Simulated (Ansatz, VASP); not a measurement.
# Cross-check of NiSeS between VASP and Ansatz, part 2 of 2

Aim: how closely do two programs agree when they are given the same cell, functional and k mesh? The structure shown is the start of the Ansatz relaxation below; VASP solves that cell, so the two are compared at the walk's first step.

VASP 6.6.1 and Ansatz 0.2.0.

So far: The starting structure; Ansatz: relaxation, RPBE.

### Step 3. VASP: single point, RPBE, start cell

Level of this step: RPBE, zero-moment start; plane waves and PAW (Se, Ni, S) (VASP).

The same cell, functional, mesh and smearing now go to VASP, with its own data sets.

Lines of VASP's logs that name or quote its potential files are left out, and so is its time.

INCAR

```
SYSTEM = NiSeS
PREC = Accurate
ENCUT = 520
EDIFF = 1E-06
NELM = 200
ISMEAR = -1
SIGMA = 0.05
LREAL = .FALSE.
ALGO = Normal
GGA = RP
NBANDS = 18
ISPIN = 2
MAGMOM = -0 0 -0
LASPH = .TRUE.
LMAXMIX = 4
LORBIT = 11
LWAVE = .FALSE.
LCHARG = .FALSE.
ISIF = 2
LDIPOL = .TRUE.
IDIPOL = 3
DIPOL = 0.5 0.5 0.322
LVHAR = .TRUE.
GGA_COMPAT = .FALSE.
NELMDL = -8
```

POSCAR

```
NiSeS
1.0
    3.5723150000      0.0000000000      0.0000000000
   -1.7861570000      3.0937150000      0.0000000000
    0.0000000000      0.0000000000     28.7333630000
Se Ni S
1 1 1
Direct
    0.0000000000      0.0000000000      0.3655930216
    0.3333332939      0.6666667744      0.3204519777
    0.6666664262      0.3333332256      0.2797457436
```

KPOINTS

```
Automatic mesh
0
Gamma
7 7 1
0 0 0
```

Potentials, in the order of the species: Se, Ni and S (PBE family, release 64).

Launch:

```console
mpirun -np 1 vasp_std
```

Numbers of over 12 decimals in the logs are rounded to 6 here.

The program printed:

```text
[banner, memory and clock lines left out]
running    1 mpi-ranks, on    1 nodes
 distrk:  each k-point on    1 cores,    1 groups
 distr:  one band on    1 cores,    1 groups

 POSCAR found type information on POSCAR SeNiS
 POSCAR found :  3 types and       3 ions
|                                                                             |
|               ----> ADVICE to this user running VASP <----                  |
|                                                                             |
|     You enforced a specific xc type in the INCAR file but a different       |
|     [... a line on the potential file left out ...]
|     I HOPE YOU KNOW WHAT YOU ARE DOING!                                     |
|                                                                             |

 LDA part: xc-table for (Slater+PW92), standard interpolation
 POSCAR, INCAR and KPOINTS ok, starting setup
 FFT: planning ... GRIDC
 FFT: planning ... GRID_SOFT
 FFT: planning ... GRID
 WAVECAR not read
 entering main loop
       N       E                     dE             d eps       ncg     rms          rms(c)
DAV:   1     0.152350613324E+03    0.15235E+03   -0.71646E+03   576   0.878E+02
DAV:   2     0.674744766188E+01   -0.14560E+03   -0.13811E+03   754   0.199E+02
DAV:   3    -0.145591843073E+02   -0.21307E+02   -0.20624E+02   736   0.753E+01
DAV:   4    -0.152649947803E+02   -0.70581E+00   -0.70383E+00   762   0.173E+01
DAV:   5    -0.152801578689E+02   -0.15163E-01   -0.15158E-01   854   0.240E+00
DAV:   6    -0.152806811269E+02   -0.52326E-03   -0.52324E-03   874   0.409E-01
DAV:   7    -0.152806887648E+02   -0.76379E-05   -0.76377E-05   894   0.419E-02
DAV:   8    -0.152806889842E+02   -0.21941E-06   -0.21951E-06   770   0.578E-03    0.179E+01
DAV:   9    -0.255598581248E+02   -0.10279E+02   -0.60612E+01   678   0.164E+02    0.377E+01
DAV:  10    -0.165308555985E+02    0.90290E+01   -0.10493E+01   736   0.603E+01    0.185E+01
DAV:  11    -0.126335861624E+02    0.38973E+01   -0.12478E+01   752   0.752E+01    0.605E+00
DAV:  12    -0.125829352508E+02    0.50651E-01   -0.26822E+00   760   0.258E+01    0.236E+00
DAV:  13    -0.125627683290E+02    0.20167E-01   -0.22087E-01   944   0.567E+00    0.111E+00
DAV:  14    -0.125572809989E+02    0.54873E-02   -0.27659E-02   836   0.144E+00    0.533E-01
[...]
DAV:  24    -0.125544792739E+02   -0.58824E-04   -0.93571E-06   672   0.126E-02    0.322E-03
DAV:  25    -0.125544911444E+02   -0.11871E-04   -0.65826E-07   620   0.897E-03    0.320E-03
DAV:  26    -0.125545040138E+02   -0.12869E-04   -0.53514E-07   580   0.804E-03    0.278E-03
DAV:  27    -0.125545100583E+02   -0.60445E-05   -0.15809E-07   580   0.417E-03    0.115E-03
DAV:  28    -0.125545144936E+02   -0.44353E-05   -0.12306E-07   584   0.164E-03    0.122E-03
DAV:  29    -0.125545177745E+02   -0.32809E-05   -0.11617E-07   568   0.159E-03    0.174E-03
DAV:  30    -0.125545188250E+02   -0.10504E-05   -0.34798E-08   592   0.212E-03    0.764E-04
DAV:  31    -0.125545192749E+02   -0.44988E-06   -0.66751E-09   596   0.477E-04
   1 F= -.12554519E+02 E0= -.12554216E+02  d E =-.606001E-03  mag=     0.0000
```

From OUTCAR (step 3):

```text
ion  position               nearest neighbor table
   1  0.000  0.000  0.366-   2 2.44   2 2.44   2 2.44
   2  0.333  0.667  0.320-   3 2.37   3 2.37   3 2.37   1 2.44   1 2.44   1 2.44
   3  0.667  0.333  0.280-   2 2.37   2 2.37   2 2.37

  LATTYP: Found a hexagonal cell.
 ALAT       =     3.5723150000
 C/A-ratio  =     8.0433452817

 Subroutine GETGRP returns: Found  6 space group operations
 (whereof  6 operations were pure point group operations)

The static configuration has the point symmetry C_3v.

 Found      8 irreducible k-points:

   k-points           NKPTS =      8   k-points in BZ     NKDIM =      8   number of bands    NBANDS=     18

   dimension x,y,z NGX =    28 NGY =   28 NGZ =  216
   dimension x,y,z NGXF=    56 NGYF=   56 NGZF=  432

   ENCUT  =  520.0 eV  38.22 Ry    6.18 a.u.   6.64  6.64 53.43*2*pi/ulx,y,z

   NELECT =      22.0000    total number of electrons

 k-points in reciprocal lattice and weights: Automatic mesh
   0.00000000  0.00000000  0.00000000       0.020
   0.14285714  0.00000000  0.00000000       0.122
   0.28571429  0.00000000  0.00000000       0.122
   0.42857143 -0.00000000  0.00000000       0.122
   0.14285714  0.14285714  0.00000000       0.122
   0.28571429  0.14285714  0.00000000       0.245
   0.42857143  0.14285714  0.00000000       0.122
   0.28571429  0.28571429  0.00000000       0.122

 dipolmoment           0.000000      0.000000     -0.044327 electrons x Angstroem

 average (electrostatic) potential at core
       1 -62.3052       2 -95.6757       3 -95.2816

 E-fermi :  -3.4929

 spin component 1
 k-point     1 :       0.0000    0.0000    0.0000
  band No.  band energies     occupation
    ...
      7      -5.7375      1.00000
      8      -4.9795      1.00000
      9      -4.2483      1.00000
     10      -3.7260      0.99065
     11      -3.7260      0.99064
     12      -2.1925      0.00000
     13      -2.1925      0.00000
     14       0.8105      0.00000
     15       1.5659      0.00000
     16       1.6908      0.00000
    ...

 k-point     2 :       0.1429    0.0000    0.0000
  band No.  band energies     occupation
    ...
      7      -5.8479      1.00000
      8      -5.2229      1.00000
      9      -4.3692      1.00000
     10      -3.9765      0.99994
     11      -3.9472      0.99989
     12      -2.9481      0.00002
     13      -2.2672      0.00000
     14       1.1691      0.00000
     15       1.9205      0.00000
     16       1.9994      0.00000
    ...

 k-point     3 :       0.2857    0.0000    0.0000
  band No.  band energies     occupation
    ...
      7      -6.0100      1.00000
      8      -5.4783      1.00000
      9      -4.9540      1.00000
     10      -4.6214      1.00000
     11      -4.3080      1.00000
     12      -3.1556      0.00117
     13      -2.3196      0.00000
     14       1.7518      0.00000
     15       2.2145      0.00000
     16       2.7645      0.00000
    ...

 k-point     4 :       0.4286   -0.0000    0.0000
  band No.  band energies     occupation
    ...
      7      -5.9005      1.00000
      8      -5.5893      1.00000
      9      -5.4163      1.00000
     10      -5.3136      1.00000
     11      -4.9537      1.00000
     12      -2.7546      0.00000
     13      -2.3207      0.00000
     14       1.2871      0.00000
     15       2.9074      0.00000
     16       3.4638      0.00000
    ...

 k-point     5 :       0.1429    0.1429    0.0000
  band No.  band energies     occupation
    ...
      7      -6.2106      1.00000
      8      -5.4400      1.00000
      9      -4.7150      1.00000
     10      -4.6302      1.00000
     11      -3.8952      0.99968
     12      -2.9810      0.00004
     13      -2.7795      0.00000
     14       1.7496      0.00000
     15       2.4665      0.00000
     16       2.6209      0.00000
    ...

 k-point     6 :       0.2857    0.1429    0.0000
  band No.  band energies     occupation
    ...
      7      -6.4327      1.00000
      8      -5.4699      1.00000
      9      -5.3790      1.00000
     10      -5.1235      1.00000
     11      -4.4706      1.00000
     12      -3.0075      0.00006
     13      -2.6449      0.00000
     14       2.2008      0.00000
     15       2.9242      0.00000
     16       3.5258      0.00000
    ...

  Total       -2.3421041     -2.3421032     -1.4245828     -0.0000004      0.0000000     -0.0000000
  in kB      -11.8168102    -11.8168060     -7.1875650     -0.0000019      0.0000000     -0.0000000
  external PRESSURE =     -10.2737271 kB  Pullay stress =       0.0000000 kB

  energy-cutoff  :      520.00
  volume of cell :      317.55
      direct lattice vectors                 reciprocal lattice vectors
     3.572315000  0.000000000  0.000000000     0.279930521  0.161617945  0.000000000
    -1.786157000  3.093715000  0.000000000     0.000000000  0.323235980  0.000000000
     0.000000000  0.000000000 28.733363000     0.000000000  0.000000000  0.034802748

 POSITION                                       TOTAL-FORCE (eV/Angst)
 -----------------------------------------------------------------------------------
      0.00000      0.00000     10.50472        -0.000000      0.000000     -0.509674
      0.00000      2.06248      9.20766         0.000000      0.000000     -0.135104
      1.78616      1.03124      8.03804        -0.000000      0.000000      0.644778
 -----------------------------------------------------------------------------------
    total drift:                                0.000342      0.000136      0.000685

  FREE ENERGIE OF THE ION-ELECTRON SYSTEM (eV)
  ---------------------------------------------------
  free  energy   TOTEN  =       -12.5545192749 eV

  energy  without entropy=      -12.5539132737  energy(sigma->0) =      -12.55421627

 vacuum level on the upper side and lower side of the slab         1.462         2.187

 total charge
# of ion       s       p       d       tot
------------------------------------------
    1        1.484   2.217   0.040   3.741
    2        0.421   0.515   8.232   9.169
    3        1.372   2.233   0.000   3.605
--------------------------------------------------
tot          3.277   4.965   8.272  16.514

 magnetization (x)
# of ion       s       p       d       tot
------------------------------------------
    1        0.000   0.000  -0.000   0.000
    2        0.000  -0.000  -0.000  -0.000
    3       -0.000  -0.000   0.000  -0.000
--------------------------------------------------
tot          0.000  -0.000  -0.000  -0.000

[... 6 further parts left out ...]
```

This run allows spin, but its moments start at zero, where symmetry between the spins tends to hold them, although Ni can carry a moment.

### Step 4. Differences

Known differences besides the potentials themselves: Ansatz cuts the interaction across the vacuum, VASP repeats the sheet with a dipole correction; the data sets hold 40 valence electrons in Ansatz (on its default PAW (the set named soft_2) files) and 22 in VASP; the cutoff is 420 eV in Ansatz and 520 eV in VASP; Ansatz makes its cores anew for this functional, VASP keeps those of its PBE data sets. Total energies have different zeros and are not compared.

Forces (eV/Å; atoms numbered as in POSCAR):

```
atom        Ansatz x, y, z          VASP x, y, z
 Se1  0.000, 0.000, -0.521  0.000, 0.000, -0.510
 Ni2  0.000, 0.000, -0.115  0.000, 0.000, -0.135
  S3   0.000, 0.000, 0.636   0.000, 0.000, 0.645
```

The forces differ by 8.2 meV/Å r.m.s., which is 2.9 % of the r.m.s. force of 0.278 eV/Å (both taken over all components). Moments aren't recorded for both runs of this pair, so they may hold unlike magnetic states. With vacuum in the cell, a pressure given here is an average over mostly empty space and none of the material.

### Step 5. What came out

* r.m.s. force difference (single point, RPBE, start cell): 2.9 % of the r.m.s. force

**Reading.** The r.m.s. force difference is 2.9 % of the r.m.s. force (single point, RPBE, start cell), at about the 3 % picked in this series as the mark of a large difference. The data sets hold unlike numbers of valence electrons (40 in Ansatz and 22 in VASP), so part of the differences comes from the potentials. 1 further run of this series is not shown here. How closely two codes agree says nothing of how well the functional describes the real material.

[Lines on the potential files, build, host, timing and source positions are cut from VASP's logs without a mark.]

[Logs are printed without paths, hosts, clocks, repeated set-up lines and the standing remarks that a program may print on its own settings, such as how far it seeks lower states.]

[Hosts, paths, dates, database ids (printed as entryN), source tags and the programs' standing remarks are cut or masked in the printed files.]
